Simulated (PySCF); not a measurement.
An unknown shows these calculated signals:

$^{1}$H NMR (600 MHz, computed): δ 3.21 (s, 2H).

$^{13}$C{$^{1}$H} NMR (computed): δ 114.7 (C), 8.5 (CH2).

Calculated, not measured (PySCF): shieldings: GIAO B97-2/pcSseg-2, structure optimised with PBE0-D3(BJ)/def2-TZVP, J couplings at B3LYP/pcJ-2. In vacuum, non-relativistic Hamiltonian, one conformer, equivalent nuclei averaged.

Referencing at the same level of theory: $^{1}$H and $^{13}$C vs TMS.

Question: Which of these does the molecule contain: an ester, a vinyl group CH=CH2, a nitrile, a methoxy group?

Answer: 
- An ester: no.
- A vinyl group CH=CH2: no.
- A nitrile: yes (δC 114.7).
- A methoxy group: no.

The data belong to Malononitrile (N#CCC#N, C₃H₂N₂); they needn't prove each group on their own.

Carbon signals by region: 1 in the sp2 and nitrile region (100–160 ppm), 1 below 50 ppm.

Shifts are as computed. Against solution values, carbons near 30 ppm lie about +3 ppm off and those near 130 ppm about +7 ppm. Of 1211 compounds with measured shifts, 218 miss one by over three times the rms of a fit or turn the order of signals round; such compounds aren't used in these exercises.
